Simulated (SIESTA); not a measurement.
**HfO2 in SIESTA: the effect of functional**

HfO2:

```xyz
12
Lattice="5.2195 0.0000 0.0000 0.0000 5.0048 0.0000 0.0000 0.0000 5.0327" Properties=species:S:1:pos:R:3 pbc="T T T"
Hf    5.0472    3.6661    3.7314
Hf    2.7820    3.6661    1.2151
Hf    2.4375    1.3387    3.7314
Hf    0.1723    1.3387    1.2151
O     3.2994    4.6477    4.4251
O     4.5298    4.6477    1.9087
O     1.2211    2.7020    2.4776
O     1.3886    2.7020    4.9939
O     3.9984    2.3028    4.9939
O     3.8308    2.3028    2.4776
O     0.6896    0.3571    4.4251
O     1.9201    0.3571    1.9087
```

Measurements of this composition are mostly on another form, of space group No. 14.

Alike in all runs:

| Property | Result |
| --- | --- |
| Program | SIESTA 5.4.2 |
| Task | single point |
| Basis | DZP (energy shift 0.003 Ry; two zetas on semicore shells) |
| Grid cutoff | 800 Ry |
| Energy shift | 0.003 Ry |
| k mesh | 4 × 4 × 4 |
| Occupations | fermi-dirac, width 0.05 eV |
| Spin | no spin polarisation |

| functional | potentials or basis | gap on the mesh (eV) | pressure (GPa) | largest force (eV/Å) |
| --- | --- | --- | --- | --- |
| LDA | PseudoDojo 0.4 standard (LDA files) | 4.16 | -3.6 | 0.13 |
| PBEsol | PseudoDojo 0.4 standard (PBEsol files) | 4.22 | 3.8 | 0.14 |
| AM05 | PseudoDojo 0.4 standard (PBEsol files) | 4.24 | 4.2 | 0.14 |
| WC | PseudoDojo 0.4 standard (PBEsol files) | 4.23 | 4.2 | 0.14 |
| PBE | PseudoDojo 0.4 standard (PBE files) | 4.31 | 12.4 | 0.19 |
| PW91 | PseudoDojo 0.4 standard (PBE files) | 4.31 | 11.8 | 0.18 |
| revPBE | PseudoDojo 0.4 standard (PBE files) | ? | ? | ? |
| RPBE | PseudoDojo 0.4 standard (PBE files) | 4.40 | 16.7 | 0.20 |
| BLYP | PseudoDojo 0.4 standard (PBE files) | 4.34 | 19.5 | 0.22 |

Problem. What does the run with functional revPBE give?

Solution. gap on the mesh 4.38 eV; pressure 15.5 GPa; largest force 0.19 eV/Å.

Caveats: short orbitals over semicore shells can move pressures by several GPa; spin-orbit coupling is left out, which moves the levels of the heavy elements; the basis of atomic orbitals isn't converged, which shifts pressures, moduli and gaps; the potentials were made for another functional, which shifts forces and pressure (some runs); the real-space grid breaks translation symmetry, so forces needn't sum to zero (some runs).

A k mesh can miss the band edges.
